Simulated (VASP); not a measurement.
A run of VASP 6.6.1 is set up as follows.

File INCAR:

```
ALGO = Fast
EDIFF = 1E-7
ENCUT = 520
GGA = PS
ISIF = 2
ISMEAR = 0
LASPH = True
LCHARG = False
LREAL = False
LWAVE = False
NBANDS = 11
NELM = 100
PREC = Accurate
SIGMA = 0.1
```

KPOINTS

```
k-points
0
Gamma
  12 12 12
```

File POSCAR:

```
Ca
1.0
   -2.0942646490      2.0979066581      2.4100764636
    2.0584157820     -2.0979066581      2.3793419575
    2.0942646490      2.0979066581     -2.4100764636
Ca
1
Direct
    0.5000000000      0.5000000000      0.0000000000
```

Potentials or basis: VASP PAW PBE potentials, release 64 (Ca_sv).

Run with:

```console
$ cat potpaw_PBE.64/Ca_sv/POTCAR > POTCAR
$ mpirun -np 1 vasp_std > vasp.out
```

What does it give for the pressure?

-0.5 GPa.

Predict the band gap on the k mesh.

none (metal or under the smearing width).

Stress tensor (GPa, compression positive):
```
-0.59  0.00  0.16
 0.00 -0.64  0.00
 0.16  0.00 -0.27
```

Caveat: the PAW data sets were made with another functional, which shifts forces and pressure a little.
